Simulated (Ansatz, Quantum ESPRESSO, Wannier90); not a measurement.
# Ballistic channels from Wannier functions: straight Nb chain, spacing 2.54 Å, part 2 of 5

Wanted: localised orbitals and the quantum conductance of this wire: straight Nb chain, spacing 2.54 Å.

Quantum ESPRESSO 7.5 and Wannier90 3.1.0; plane-wave DFT, PBEsol, GBRV ultrasoft pseudopotentials; cross-check by Ansatz 0.2.0 with PAW datasets.

So far. Step 2 (Self-consistent run): The run needed 10 iterations to bring the estimated error under 1e-07 Ry.

## 4. Neighbour list from wannier90 -pp

Level of this step: maximally localised Wannier functions and ballistic conductance; plane-wave DFT, PBEsol, GBRV ultrasoft pseudopotentials (Wannier90).

The .win file sets projections and windows: states in the frozen window are kept exactly, the outer window gives room to disentangle.

wan.win reads:

```
num_wann = 9
num_bands = 21
num_iter = 200
num_print_cycles = 20
conv_tol = 1e-8
conv_window = 5
guiding_centres = true
dis_num_iter = 1500
dis_conv_tol = 1e-8
dis_win_min = -12.6604
dis_win_max = 7.3396
dis_froz_max = -0.1604
search_shells = 120
fermi_energy = -1.6604

transport = true
transport_mode = bulk
one_dim_axis = z
dist_cutoff = 17.67
dist_cutoff_mode = one_dim
tran_win_min = -4.0
tran_win_max = 2.0
tran_energy_step = 0.02

bands_plot = true
bands_num_points = 96
begin kpoint_path
G 0.0 0.0 0.0 Z 0.0 0.0 0.5
end kpoint_path

begin projections
Nb:s;p;d
end projections

begin unit_cell_cart
ang
  8.0000000000 0.0000000000 0.0000000000
  0.0000000000 8.0000000000 0.0000000000
  0.0000000000 0.0000000000 2.5380000000
end unit_cell_cart

begin atoms_frac
  Nb 0.0000000000 0.0000000000 0.0000000000
end atoms_frac

mp_grid = 1 1 14
begin kpoints
  0.0 0.0 0.0000000000
  0.0 0.0 0.0714285714
  0.0 0.0 0.1428571429
  0.0 0.0 0.2142857143
  0.0 0.0 0.2857142857
  0.0 0.0 0.3571428571
  0.0 0.0 0.4285714286
  0.0 0.0 0.5000000000
  0.0 0.0 0.5714285714
  0.0 0.0 0.6428571429
  0.0 0.0 0.7142857143
  0.0 0.0 0.7857142857
  0.0 0.0 0.8571428571
  0.0 0.0 0.9285714286
end kpoints
```

Started as:

```
$ OMP_NUM_THREADS=1 wannier90.x -pp wan > wan.pp.log
```

The log of the run:

```text
+---------------------------------------------------+
             |                                                   |
             |                   WANNIER90                       |
             |                                                   |
             +---------------------------------------------------+
             |                                                   |
             |        Welcome to the Maximally-Localized         |
             |        Generalized Wannier Functions code         |
             |                             |
             |                                                   |
             |                                                   |
             |  Wannier90 Developer Group:                       |
             |    Giovanni Pizzi    (EPFL)                       |
             |    Valerio Vitale    (Cambridge)                  |
             |    David Vanderbilt  (Rutgers University)         |
             |    Nicola Marzari    (EPFL)                       |
             |    Ivo Souza         (Universidad del Pais Vasco) |
             |    Arash A. Mostofi  (Imperial College London)    |
             |    Jonathan R. Yates (University of Oxford)       |
             |                                                   |
             |  For the full list of Wannier90 3.x authors,      |
             |  please check the code documentation and the      |
             |  README on the GitHub page of the code            |
             |                                                   |
             |                                                   |
             |  Please cite                                      |
             |                                                   |
             |  [ref] "Wannier90 as a community code:            |
             |        new features and applications",            |
             |        G. Pizzi et al., J. Phys. Cond. Matt. 32,  |
             |        165902 (2020).                             |
             |            |
             |                                                   |
             |  in any publications arising from the use of      |
             |  this code. For the method please cite            |
             |                                                   |
             |  [ref] "Maximally Localized Generalised Wannier   |
             |         Functions for Composite Energy Bands"     |
             |         N. Marzari and D. Vanderbilt              |
             |         Phys. Rev. B 56 12847 (1997)              |
             |                                                   |
             |  [ref] "Maximally Localized Wannier Functions     |
             |         for Entangled Energy Bands"               |
             |         I. Souza, N. Marzari and D. Vanderbilt    |
             |         Phys. Rev. B 65 035109 (2001)             |
             |                                                   |
             |                                                   |
             | Copyright (c) 1996-2020                           |
             |        The Wannier90 Developer Group and          |
             |        individual contributors                    |
             |                                                   |
             |      Release: 3.1.0        5th March    2020      |
             |                                                   |
             | This program is free software; you can            |
             | redistribute it and/or modify it under the terms  |
             | of the GNU General Public License as published by |
             | the Free Software Foundation; either version 2 of |
             | the License, or (at your option) any later version|
             |                                                   |
             | This program is distributed in the hope that it   |
             | will be useful, but WITHOUT ANY WARRANTY; without |
             | even the implied warranty of MERCHANTABILITY or   |
             | FITNESS FOR A PARTICULAR PURPOSE. See the GNU     |
             | General Public License for more details.          |
             |                                                   |
             | You should have received a copy of the GNU General|
             | Public License along with this program; if not,   |
             | write to the Free Software Foundation, Inc.,      |
             | 675 Mass Ave, Cambridge, MA 02139, USA.           |
             |                                                   |
             +---------------------------------------------------+
[date or host left out]
             +---------------------------------------------------+

 ******************************************************************************
 * -> Using CODATA 2006 constant values                                       *
 *    (                      *
 * -> Using Bohr value from CODATA                                            *
 ******************************************************************************

 Running in serial (with parallel executable)

                                    ------
                                    SYSTEM
                                    ------

                              Lattice Vectors (Ang)
                    a_1     8.000000   0.000000   0.000000
                    a_2     0.000000   8.000000   0.000000
                    a_3     0.000000   0.000000   2.538000

                   Unit Cell Volume:     162.43200  (Ang^3)

                        Reciprocal-Space Vectors (Ang^-1)
                    b_1     0.785398   0.000000   0.000000
                    b_2     0.000000   0.785398   0.000000
                    b_3     0.000000   0.000000   2.475644

 *----------------------------------------------------------------------------*
 |   Site       Fractional Coordinate          Cartesian Coordinate (Ang)     |
 +----------------------------------------------------------------------------+
 | Nb   1   0.00000   0.00000   0.00000   |    0.00000   0.00000   0.00000    |
 *----------------------------------------------------------------------------*
                                ------------
                                K-POINT GRID
                                ------------

             Grid size =  1 x  1 x 14      Total points =   14

 *---------------------------------- MAIN ------------------------------------*
 |  Number of Wannier Functions               :                 9             |
 |  Number of Objective Wannier Functions     :                 9             |
[...]
|  Write on-site energies <0n|H|0n> to file  :                 F             |
 |  Use guiding centre to control phases      :                 T             |
 |  Use phases for initial projections        :                 F             |
 |  Iterations before starting guiding centres:                 0             |
 |  Iterations between using guiding centres  :                 1             |
 *----------------------------------------------------------------------------*
 *------------------------------- DISENTANGLE --------------------------------*
 |  Using band disentanglement                :                 T             |
 |  Total number of iterations                :              1500             |
 |  Mixing ratio                              :             0.500             |
 |  Convergence tolerence                     :         1.000E-08             |
 |  Convergence window                        :                 3             |
 *----------------------------------------------------------------------------*
 *-------------------------------- PLOTTING ----------------------------------*
 |  Plotting interpolated bandstructure       :                 T             |
 |   Number of K-path sections                :                 1             |
 |   Divisions along first K-path section     :                96             |
 |   Output format                            :           gnuplot             |
 |   Output mode                              :               s-k             |
 *----------------------------------------------------------------------------*
 |   K-space path sections:                                                   |
 |    From: G       0.000  0.000  0.000     To: Z       0.000  0.000  0.500   |
 *----------------------------------------------------------------------------*
 *------------------------------- TRANSPORT ----------------------------------*
 |  Transport mode                            :              bulk             |
 |   Hamiltonian from external files          :                 F             |
 |   System extended in                       :                 z             |
 |   Centre of the unit cell to which WF are translated (fract. coords):      |
 |                                       0.000000,    0.000000,    0.000000   |
 |  Fermi energy (eV)                         :            -1.660             |
 *----------------------------------------------------------------------------*
 Time to read parameters        0.002 (sec)

 *---------------------------------- K-MESH ----------------------------------*
 +----------------------------------------------------------------------------+
 |                    Distance to Nearest-Neighbour Shells                    |
 |                    ------------------------------------                    |
 |          Shell             Distance (Ang^-1)          Multiplicity         |
 |          -----             -----------------          ------------         |
 |             1                   0.176832                      2            |
 |             2                   0.353663                      2            |
 |             3                   0.530495                      2            |
 |             4                   0.707327                      2            |
 |             5                   0.785398                      4            |
 |             6                   0.805059                      8            |
 |             7                   0.861352                      8            |
 |             8                   0.884159                      2            |
 |             9                   0.947774                      8            |
 |            10                   1.056959                      8            |
 |            11                   1.060990                      2            |
 |            12                   1.110721                      4            |
 |            13                   1.124709                      8            |
 |            14                   1.165667                      8            |
 |            15                   1.182619                      8            |
 |            16                   1.230904                      8            |
[...]
|           113                   2.936296                      8            |
 |           114                   2.945946                      8            |
 |           115                   2.949802                     16            |
 |           116                   2.952695                      8            |
 |           117                   2.966613                     16            |
 |           118                   3.006140                      2            |
 |           119                   3.024029                     16            |
 |           120                   3.035303                     16            |
 +----------------------------------------------------------------------------+
 | The b-vectors are chosen automatically                                     |
 | The following shells are used:   1,  5                                     |
 +----------------------------------------------------------------------------+
 |                        Shell   # Nearest-Neighbours                        |
 |                        -----   --------------------                        |
 |                          1               2                                 |
 |                          5               4                                 |
 +----------------------------------------------------------------------------+
 | Completeness relation is fully satisfied [Eq. (B1), PRB 56, 12847 (1997)]  |
 +----------------------------------------------------------------------------+
 |                  b_k Vectors (Ang^-1) and Weights (Ang^2)                  |
 |                  ----------------------------------------                  |
 |            No.         b_k(x)      b_k(y)      b_k(z)        w_b           |
 |            ---        --------------------------------     --------        |
 |             1         0.000000    0.000000    0.176832    15.990041        |
 |             2         0.000000    0.000000   -0.176832    15.990041        |
 |             3         0.785398    0.000000    0.000000     0.810569        |
 |             4         0.000000    0.785398    0.000000     0.810569        |
 |             5         0.000000   -0.785398    0.000000     0.810569        |
 |             6        -0.785398    0.000000    0.000000     0.810569        |
 +----------------------------------------------------------------------------+
 |                           b_k Directions (Ang^-1)                          |
 |                           -----------------------                          |
 |            No.           x           y           z                         |
 |            ---        --------------------------------                     |
 |             1         0.000000    0.000000    0.176832                     |
 |             2         0.785398    0.000000    0.000000                     |
 |             3         0.000000    0.785398    0.000000                     |
 +----------------------------------------------------------------------------+

 Time to get kmesh              0.013 (sec)
 *============================================================================*
 |                              MEMORY ESTIMATE                               |
 |         Maximum RAM allocated during each phase of the calculation         |
 *============================================================================*
 |                        Disentanglement            0.89 Mb                  |
 |                            Wannierise:            0.36 Mb                  |
 |                          plot_wannier:            0.36 Mb                  |
 *----------------------------------------------------------------------------*

 Starting a new Wannier90 calculation ...

 Time to write kmesh            0.015 (sec)

 Exiting... wan.nnkp written.
```

It took 0.64 s on 1 MPI rank of Intel Xeon 6975P-C (Granite Rapids), shared host; peak memory 0.08 GiB.

## 5. Overlaps and projections

pw2wannier90.x computes the overlaps between neighbouring k-points and the projections.

wan.p2w.in reads:

```
&inputpp
  prefix = 'nscf'
  outdir = './out'
  seedname = 'wan'
  write_mmn = .true.
  write_amn = .true.
  write_unk = .false.
/
```

Started as:

```
$ OMP_NUM_THREADS=1 mpirun -n 2 pw2wannier90.x -in wan.p2w.in > wan.p2w.out
```

The log of the run:

```text
[banner, memory and clock lines left out]
Program PW2WANNIER v.7.5 starts

          URL

     Reading nscf_save data

     ./out/nscf.save/

     IMPORTANT: XC functional enforced from input :
     Exchange-correlation= PBESOL
                           (   1   4  10   8   0   0   0)
     Any further DFT definition will be discarded
     Please, verify this is what you really want

     Check: negative core charge=   -0.000002

     negative rho (up, down):  1.179E-03 0.000E+00
     Reading collected, re-writing distributed wavefunctions

      Spin CASE ( default = unpolarized )

  Wannier mode is: standalone

  -----------------
  *** Reading nnkp
  -----------------

  Checking info from wannier.nnkp file

  - Real lattice is ok
  - Reciprocal lattice is ok
  - K-points are ok
  - Number of wannier functions is ok (  9)
  - All guiding functions are given

  Projections:
    0.000000    0.000000    0.000000  0  1  1    1.000000
    0.000000    0.000000    0.000000  1  1  1    1.000000
    0.000000    0.000000    0.000000  1  2  1    1.000000
    0.000000    0.000000    0.000000  1  3  1    1.000000
    0.000000    0.000000    0.000000  2  1  1    1.000000
    0.000000    0.000000    0.000000  2  2  1    1.000000
    0.000000    0.000000    0.000000  2  3  1    1.000000
    0.000000    0.000000    0.000000  2  4  1    1.000000
    0.000000    0.000000    0.000000  2  5  1    1.000000

  Reading data about k-point neighbours

  All neighbours are found

  Opening pp-files

  *** Compute  A projections

  Number of local k points =       14
       1       2       3       4       5       6       7       8       9      10
      11      12      13      14
  AMN calculated

  ---------------
  *** Compute  M
  ---------------

  Number of local k points =       14
       1       2       3       4       5       6       7       8       9      10
      11      12      13      14
  MMN calculated

  *** Orbital terms are not computed

  *** SHC terms are not computed

  ----------------
  *** Write bands
  ----------------

  *** Plot info is not printed

  *** Parity info is not printed

  ------------
  *** Stop pp
  ------------

     Internal routines:
```

The job ended after 2.9 s (2 MPI ranks; peak memory 0.11 GiB).

(Part 2 of 5 ends here.)

[Logs are printed without paths, hosts, clocks, repeated set-up lines and the standing remarks that a program may print on its own settings, such as how far it seeks lower states.]

[Hosts, paths, dates, database ids (printed as entryN), source tags and the programs' standing remarks are cut or masked in the printed files.]

[Maps of the electrostatic potential energy from Ansatz leave out the sawtooth potential of an applied field or a dipole correction, so their vacuum need not be flat; planar profiles and work functions include it.]
